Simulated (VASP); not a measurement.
BeTe:

```
Be Te
1.0
     0.00000   -2.77000   -2.77000
     2.77000    0.00000   -2.77000
     2.77000   -2.77000    0.00000
Be Te
1 1
Direct
  0.00000 0.00000 0.00000
  0.75000 0.75000 0.75000
```

* Program: VASP 6.6.1
* Task: relaxation of cell and atoms
* Functional: PBEsol
* Potentials or basis: VASP PAW PBE potentials, release 64 (Be, Te)
* Cutoff: 600 eV
* k mesh: 8 × 8 × 8
* Occupations: gaussian, width 0.02 eV
* Spin: no spin polarisation

At the start: pressure 2.5 GPa; volume 21.25 Å³/atom.

**Question.** How do energy, volume and symmetry change on relaxing?

**Answer.** Over 3 steps the energy falls by 6.5 meV/atom and the volume is 22.10 Å³/atom (+4.0 %); space group F-43m (No. 216, to 0.05 Å).

The path:
```csv
step,energy change (eV),largest force (eV/Å),pressure (GPa),volume (Å³)
1,0.0000,0.0000,2.54,42.51
2,-0.0122,0.0000,-0.55,44.61
3,-0.0129,0.0000,0.00,44.19
```

Final structure:
```cif
data_structure
_symmetry_space_group_name_H-M 'P 1'
_symmetry_Int_Tables_number 1
_cell_length_a 3.9685
_cell_length_b 3.9685
_cell_length_c 3.9685
_cell_angle_alpha 60.000
_cell_angle_beta 60.000
_cell_angle_gamma 60.000
_cell_volume 44.19
loop_
_atom_site_label
_atom_site_type_symbol
_atom_site_fract_x
_atom_site_fract_y
_atom_site_fract_z
_atom_site_occupancy
Be1 Be 0.00000 0.00000 0.00000 1
Te1 Te 0.75000 0.75000 0.75000 1
```

Caveat: the PAW data sets were made with another functional, which shifts forces and pressure a little.
